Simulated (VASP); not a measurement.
A run of VASP 6.6.1 is set up as follows.

INCAR

```
SYSTEM = Hg
PREC = Accurate
ENCUT = 520
EDIFF = 1E-6
ISMEAR = 0
SIGMA = 0.15
LREAL = .FALSE.
LASPH = .TRUE.
NELM = 100
ALGO = Fast
ISIF = 2
LWAVE = .FALSE.
LCHARG = .TRUE.
GGA = PS
LELF = .TRUE.
LVHAR = .TRUE.
NBANDS = 19
```

KPOINTS

```
Automatic mesh
0
G
  18 18 18
  0 0 0
```

File POSCAR:

```
Hg
1.0
   -2.9297541400      2.9297541400      1.5725525500
    2.9297541400     -2.9297541400      1.5725525500
    2.9297541400      2.9297541400     -1.5725525500
Hg
2
Direct
    0.7500000000      0.2500000000      0.5000000000
    0.0000000000      0.0000000000      0.0000000000
```

Potentials or basis: VASP PAW PBE potentials, release 64 (Hg).

Command:

```bash
$ cat potpaw_PBE.64/Hg/POTCAR > POTCAR
$ mpirun -np 1 vasp_std > vasp.out
```

(1) Estimate the band gap on the k mesh.

(2) Predict the pressure.

Answers

(1) none (metal or under the smearing width).

(2) -2.1 GPa.

Caveat: the PAW data sets were made with another functional, which shifts forces and pressure a little.
